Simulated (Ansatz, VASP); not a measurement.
## Sb in VASP and in Ansatz

```
Sb
1.0
     0.00000    2.37124    2.37124
     2.37124    0.00000    2.37124
     2.37124    2.37124    0.00000
Sb
1
Direct
  0.00000 0.00000 0.00000
```

Alike in both runs: functional LDA; k mesh 10 × 10 × 10; occupations fermi-dirac, width 0.05 eV; no spin polarisation.

```csv
,VASP,Ansatz
version,VASP 6.6.1,Ansatz 0.2.0
potentials or method,"VASP PAW LDA potentials, release 64 (Sb), cutoff 520 eV","all-electron LAPW, scalar-relativistic"
task,single point,band structure
```

|  | VASP | Ansatz | Ansatz less VASP |
| --- | --- | --- | --- |
| gap on the k mesh at the Fermi level (eV) | none | none | - |
| pressure (GPa) | -2.2 | -2.3 | -0.04 |

A gap of «none» marks a metal or a gap that the smearing closes. Ansatz ran all-electron here, so the differences hold the error of VASP's frozen core and of both bases.

Caveats: spin-orbit coupling is left out, which moves the levels of the heavy elements (Ansatz). Spin-orbit coupling is left out, which matters for the levels of Sb.
